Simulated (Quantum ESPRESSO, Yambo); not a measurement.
**A GW run on SiC (F-43m) in Yambo, with inputs changed**

What do changed inputs do to GW on SiC (F-43m)?

Calculated with Yambo 5.3.0; PBE and many-body steps on it, plane waves.

## (1) The starting structure

The structure is cubic, space group F-43m (No. 216). The conventional cell has a = 4.358 Å, b = 4.358 Å, c = 4.358 Å, α = 90.00°, β = 90.00°, γ = 90.00°. Nearest to Si lie 4 C at 1.89 Å. C has 4 Si at 1.89 Å nearest. Farther neighbours are not listed.

As a file:

```
Si C
1.0
     0.00000    2.17900    2.17900
     2.17900    0.00000    2.17900
     2.17900    2.17900    0.00000
Si C
1 1
Direct
  0.00000 0.00000 0.00000
  0.25000 0.25000 0.25000
```

The cell and positions come from the Crystallography Open Database and are kept as given unless a step says otherwise.

## (2) Base

This step: Yambo 5.3.0; G0W0 on PBE, plane waves, norm-conserving pseudopotentials.

Now the one-shot GW correction: screening in the RPA, then the self-energy of the levels asked for.

gw2.in

```
HF_and_locXC
gw0
dyson
ppa
em1d
rim_cut
RandQpts= 1000000
RandGvec= 1 RL
EXXRLvcs= 74 Ry
VXCRLvcs= 296 Ry
Chimod= "HARTREE"
% BndsRnXp
 1 | 58 |
%
NGsBlkXp= 10.5 Ry
% LongDrXp
 1 | 1 | 1 |
%
% GbndRnge
 1 | 58 |
%
DysSolver= "n"
ExtendOut
PPAPntXp= 27.21138 eV
% QPkrange
 1 | 1 | 3 | 6 |
 13 | 13 | 3 | 6 |
%
```

Command:

```console
$ OMP_NUM_THREADS=1 mpirun -n 8 yambo -F gw2.in -J gw2 -C gw2 > gw2.log
```

Output:

```text
 Yambo, version 5.3.0

 [02] CORE Variables Setup
 =========================

  [... cell, symmetries and grids as in the set-up ...]

  [02.05] Energies & Occupations
  ==============================

  [X] === General ===
  [X] Electronic Temperature                        :  0.000000  0.000000 [eV K]
  [X] Bosonic    Temperature                        :  0.000000  0.000000 [eV K]
  [X] Finite Temperature mode                       : no
  [X] El. density                                   :  0.38662E+24 [cm-3]
  [X] Fermi Level                                   :  9.496070 [eV]

  [X] === Gaps and Widths ===
  [X] Conduction Band Min                           :  1.361356 [eV]
  [X] Valence Band Max                              :  0.000000 [eV]
  [X] Filled Bands                                  :   4
  [X] Empty Bands                                   :    5  136
  [X] Direct Gap                                    :  4.552961 [eV]
  [X] Direct Gap localized at k                     :  13
  [X] Indirect Gap                                  :  1.361356 [eV]
  [X] Indirect Gap between kpts                     :   1  13
  [X] Last valence band width                       :  4.386317 [eV]
  [X] 1st conduction band width                     :  5.670360 [eV]

 [03] Transferred momenta grid and indexing
 ==========================================

 IBZ Q-points                                      :  16
 BZ  Q-points                                      :  216

 K/Q-points units:
 rlu = crystal or reduced units; cc = cartesian coordinates; iku = interal k-units

 Q [ 1]         [rlu]:  0.000000  0.000000  0.000000
 Q [ 2]         [rlu]:  0.16734E-16  0.16734E-16  0.16667
 Q [ 3]         [rlu]:  0.33468E-16  0.33468E-16  0.33333
 Q [ 4]         [rlu]:  0.17304E-16  0.17304E-16 -0.50000
 Q [ 5]         [rlu]: -0.19763E-16  0.16667      0.16667
 Q [ 6]         [rlu]:  0.28560E-17  0.16667      0.33333
 Q [ 7]         [rlu]: -0.47957E-17  0.16667      0.50000
 Q [ 8]         [rlu]: -0.19076E-16  0.16667     -0.33333
 Q [ 9]         [rlu]: -0.57120E-17  0.16667     -0.16667
 Q [10]         [rlu]: -0.31459E-17  0.33333      0.33333
     [... 4 further rows ...]
 Q [15]         [rlu]:  0.166667  0.333333 -0.333333
 Q [16]         [rlu]:  0.166667 -0.500000 -0.333333

 [04] Coloumb potential Random Integration (RIM)
 ===============================================

  [04.01] RIM initialization
  ==========================

  * Diagonal components only detected *

  8 x (sBL volume)        :  0.065793 [a.u.]
  sBZ random points       :  1000000
  Points outside the sBZ  :   7968281
  RL volume               :  1.776402 [a.u.]
  Integrated volume       :  1.783474 [a.u.]

  [04.02] RIM integrals
  =====================

  Gamma point sphere radius             :  0.073228 [a.u.]
  Points outside the sphere             :   800476
  [Int_sBZ(q=0) 1/q^2]*(Vol_sBZ)^(-1/3) =:  7.776341
                                 should be <:  7.795600

  Summary of Coulomb integrals for non-metallic bands |Q|[au] RIM/Bare

  Q [1] 0.100000E-4 0.997530 * Q [2] 0.220244 1.068480
  Q [5] 0.254315 1.068537 * Q [9] 0.359656 1.030488
  Q [6] 0.421734 1.023143 * Q [3] 0.440487 1.020326
  Q [10] 0.508631 1.017560 * Q [8] 0.554267 1.014854
  Q [14] 0.568666 1.014341 * Q [7] 0.622943 1.012352
  Q [11] 0.660731 1.011710 * Q [4] 0.660731 1.011454
  Q [12] 0.719312 1.010544 * Q [15] 0.752275 1.009943
  Q [13] 0.762946 1.009481 * Q [16] 0.804216 1.008827

 [WARNING] [Xp] User bands 1-58 break level degeneracy

 [05] Dipoles
 ============

  [05.01] Setup: observables and procedures
  =========================================

 [06] Dynamic Dielectric Matrix (PPA)
 ====================================

 [SLK-Inversion]  Pools        :  2
 [SLK-Inversion]  BLACS grid   :  2  2

 [WR./gw2//ndb.pp]---------------------------------------------------------------
  Brillouin Zone Q/K grids (IBZ/BZ)                :   16  216   16  216
  RL vectors                                       :  2085 [WF]
  Coulomb cutoff potential                         : none
  Electronic Temperature                           :  0.000000 [K]
  Bosonic    Temperature                           :  0.000000 [K]
  PPA    diel. fun.  energies                      : Perdew, Burke & Ernzerhof(X)+Perdew, Burke & Ernzerhof(C)
  wavefunctions                                    : Perdew, Burke & Ernzerhof(X)+Perdew, Burke & Ernzerhof(C)
  Global Gauge                                     : length
  X matrix size                                    :   89
  X band range                                     :    1   58
  X e/h energy range                               : -1.000000 -1.000000 [eV]
  X Time ordering                                  : R
  X Hxc Kernel                                     : HARTREE
  X Drude frequency                                :  0.000000  0.000000
  X poles                                          :  100.0000 [o/o]
  RL vectors in the sum                            :  2085
  [r,Vnl] included                                 : yes
  Field direction                                  :  0.577350E-5  0.577350E-5  0.577350E-5
  BZ energy Double Grid                            : no
  BZ energy DbGd points                            : 0
  BZ Q point size factor                           : -1.000000
  X Optical Averaged directions                    : none

 [07] Local Exchange-Correlation + Non-Local Fock
 ================================================

 [VXC] Plane waves :  12039
 [EXS] Plane waves :  1471

 QP @ state[ 1 ] K range:  1  1
 QP @ state[ 1 ] b range:   3   6
 QP @ state[ 2 ] K range:  13  13
 QP @ state[ 2 ] b range:   3   6

 [xc] Functional : Perdew, Burke & Ernzerhof(X)+Perdew, Burke & Ernzerhof(C)
 [xc] LIBXC used to calculate xc functional
  PP Number of Atomic Species                      :  2
  NLCC RL compoments                               :  12039
  PP Number of Atomic Species                      :  2
  NLCC RL compoments                               :  12039

 [xc] E_xc :  -3.047449 [Ha]
      E_xc :  -6.094897 [Ry]

  Local XC kind (lXC) : Perdew, Burke & Ernzerhof(X)+Perdew, Burke & Ernzerhof(C)
  Non-Local XC kind (nlXC) : Hartree-Fock

  Corrections @ K [1] :  [eV]
 <3|nlXC|3> = -17.50940  0.14119E-17 <3|lXC|3> = -14.92963  0.000000
 <4|nlXC|4> = -17.50935 -0.68576E-18 <4|lXC|4> = -14.92963  0.75527E-15
 <5|nlXC|5> = -7.587559 -0.44225E-17 <5|lXC|5> = -13.21316  0.000000
 <6|nlXC|6> = -5.869221  0.74095E-18 <6|lXC|6> = -11.32674  0.000000

  Corrections @ K [13] :  [eV]
 <3|nlXC|3> = -17.38868  0.22759E-18 <3|lXC|3> = -13.56722  0.000000
 <4|nlXC|4> = -17.38867  0.23671E-17 <4|lXC|4> = -13.56722  0.000000
 <5|nlXC|5> = -6.436576  0.24051E-17 <5|lXC|5> = -10.50524  0.23602E-16
 <6|nlXC|6> = -6.009783 -0.24854E-17 <6|lXC|6> = -10.76975  0.000000

 [08] Dyson equation: Newton solver
 ==================================

  [08.01] G0W0 (W PPA)
  ====================

  [  GW  ] Bands range     :    1   58
  [GW/PPA] G damping       :  0.100000 [eV]

  QP @ state[ 1 ] K range:  1  1
  QP @ state[ 1 ] b range:   3   6
  QP @ state[ 2 ] K range:  13  13
  QP @ state[ 2 ] b range:   3   6

   Sc/G bands                                       :    1   58
   Sc/G damping                                     :  0.100000 ev
   Sc bands terminator                              : no
   Sx RL components                                 :  1471

   QP @ state[ 1 ] K range                          :  1  1
   QP @ state[ 1 ] b range                          :   3   6
   QP @ state[ 2 ] K range                          :  13  13
   QP @ state[ 2 ] b range                          :   3   6
   GF energies kind                                 : Perdew, Burke & Ernzerhof(X)+Perdew, Burke & Ernzerhof(C)
   GF WF`s kind                                     : Perdew, Burke & Ernzerhof(X)+Perdew, Burke & Ernzerhof(C)
   Xs energies kind                                 : Perdew, Burke & Ernzerhof(X)+Perdew, Burke & Ernzerhof(C)
   Xs WF`s kind                                     : Perdew, Burke & Ernzerhof(X)+Perdew, Burke & Ernzerhof(C)

 [11] Game Over & Game summary
```

Elapsed: 20 s, on 8 MPI ranks of Intel Xeon 6975P-C (Granite Rapids), shared host; peak memory 2.5 GiB.

This step gave:

| Item | Value |
| --- | --- |
| G0W0 gap on the points computed | 2.005 eV |
| starting gap on the mesh | 1.361 eV |
| k of the valence top | 0, 0, 0 |
| k of the conduction bottom | 0, -0.5, -0.5 |
| least direct G0W0 gap on the computed points | 5.553 eV |
| Z at the valence top | 0.7978 |
| Z at the conduction bottom | 0.8235 |

The gap on the mesh goes from 1.36 eV to 2.01 eV, a correction of +0.64 eV.

## (3) More G vectors in the random integration

gw6.in, as its differences from gw2.in of step 2:

```diff
@@ -7,3 +7,3 @@
 RandQpts= 1000000
-RandGvec= 1 RL
+RandGvec= 59 RL
 EXXRLvcs= 74 Ry
@@ -28 +28,2 @@
 %
+QpgFull
```

Command:

```console
$ OMP_NUM_THREADS=1 mpirun -n 8 yambo -F gw6.in -J gw6,gw2_W -C gw6 > gw6.log
```

Output:

```text
 Yambo, version 5.3.0

 [02] CORE Variables Setup
 =========================

  [... cell, symmetries and grids as in the set-up ...]

  [02.05] Energies & Occupations
  ==============================

  [X] === General ===
  [X] Electronic Temperature                        :  0.000000  0.000000 [eV K]
  [X] Bosonic    Temperature                        :  0.000000  0.000000 [eV K]
  [X] Finite Temperature mode                       : no
  [X] El. density                                   :  0.38662E+24 [cm-3]
  [X] Fermi Level                                   :  9.496070 [eV]

  [X] === Gaps and Widths ===
  [X] Conduction Band Min                           :  1.361356 [eV]
  [X] Valence Band Max                              :  0.000000 [eV]
  [X] Filled Bands                                  :   4
  [X] Empty Bands                                   :    5  136
  [X] Direct Gap                                    :  4.552961 [eV]
  [X] Direct Gap localized at k                     :  13
  [X] Indirect Gap                                  :  1.361356 [eV]
  [X] Indirect Gap between kpts                     :   1  13
  [X] Last valence band width                       :  4.386317 [eV]
  [X] 1st conduction band width                     :  5.670360 [eV]

 [03] Transferred momenta grid and indexing
 ==========================================

 IBZ Q-points                                      :  16
 BZ  Q-points                                      :  216

 K/Q-points units:
 rlu = crystal or reduced units; cc = cartesian coordinates; iku = interal k-units

 Q [ 1]         [rlu]:  0.000000  0.000000  0.000000
 Q [ 2]         [rlu]:  0.16734E-16  0.16734E-16  0.16667
 Q [ 3]         [rlu]:  0.33468E-16  0.33468E-16  0.33333
[...]
===============================================

  [04.01] RIM initialization
  ==========================

  8 x (sBL volume)        :  0.065793 [a.u.]
  sBZ random points       :  1000000
  Points outside the sBZ  :   7968281
  RL volume               :  1.776402 [a.u.]
  Integrated volume       :  1.783474 [a.u.]

  [04.02] RIM integrals
  =====================

  Gamma point sphere radius             :  0.073228 [a.u.]
  Points outside the sphere             :   800476
  [Int_sBZ(q=0) 1/q^2]*(Vol_sBZ)^(-1/3) =:  7.776341
                                 should be <:  7.795600

  Summary of Coulomb integrals for non-metallic bands |Q|[au] RIM/Bare

  Q [1] 0.100000E-4 0.997530 * Q [2] 0.220244 1.068480
  Q [5] 0.254315 1.068537 * Q [9] 0.359656 1.030488
  Q [6] 0.421734 1.023143 * Q [3] 0.440487 1.020326
[...]
Q [12] 0.719312 1.010544 * Q [15] 0.752275 1.009943
  Q [13] 0.762946 1.009481 * Q [16] 0.804216 1.008827

 [WARNING] [Xp] User bands 1-58 break level degeneracy

 [05] Dipoles
 ============

  [05.01] Setup: observables and procedures
  =========================================

 [06] Dynamic Dielectric Matrix (PPA)
 ====================================

   Sc/G bands                                       :    1   58
   Sc/G damping                                     :  0.100000 ev
   Sc bands terminator                              : no
   Sx RL components                                 :  1471

   QP @ state[ 1 ] K range                          :  1  1
   QP @ state[ 1 ] b range                          :   3   6
   QP @ state[ 2 ] K range                          :  13  13
   QP @ state[ 2 ] b range                          :   3   6
   GF energies kind                                 : Perdew, Burke & Ernzerhof(X)+Perdew, Burke & Ernzerhof(C)
   GF WF`s kind                                     : Perdew, Burke & Ernzerhof(X)+Perdew, Burke & Ernzerhof(C)
   Xs energies kind                                 : Perdew, Burke & Ernzerhof(X)+Perdew, Burke & Ernzerhof(C)
   Xs WF`s kind                                     : Perdew, Burke & Ernzerhof(X)+Perdew, Burke & Ernzerhof(C)

 [11] Game Over & Game summary
```

Elapsed: 63 s, on 8 MPI ranks; peak memory 2.4 GiB.

Numbers from this step:

```
G0W0 gap on the points computed              : 2.017 eV
starting gap on the mesh                     : 1.361 eV
k of the valence top                         : 0, 0, 0
k of the conduction bottom                   : 0, -0.5, -0.5
least direct G0W0 gap on the computed points : 5.561 eV
Z at the valence top                         : 0.7974
Z at the conduction bottom                   : 0.8233
```

Against G0W0 in Yambo (6×6×6 mesh, 58 bands, screening to 142.9 eV, Godby-Needs plasmon pole), the gap moves by +0.012 eV.

(Part 1 of 2 ends here.)

[Paths, hosts, dates, memory and timing lines, banners, echoed tables and standing remarks are left out of the program output.]

[Logs are printed without paths, hosts, clocks, repeated set-up lines and the standing remarks that a program may print on its own settings, such as how far it seeks lower states.]

[Runs of the session that timed out or met a known fault of the program may be left out.]

[Hosts, paths, dates, database ids (printed as entryN), source tags and the programs' standing remarks are cut or masked in the printed files.]
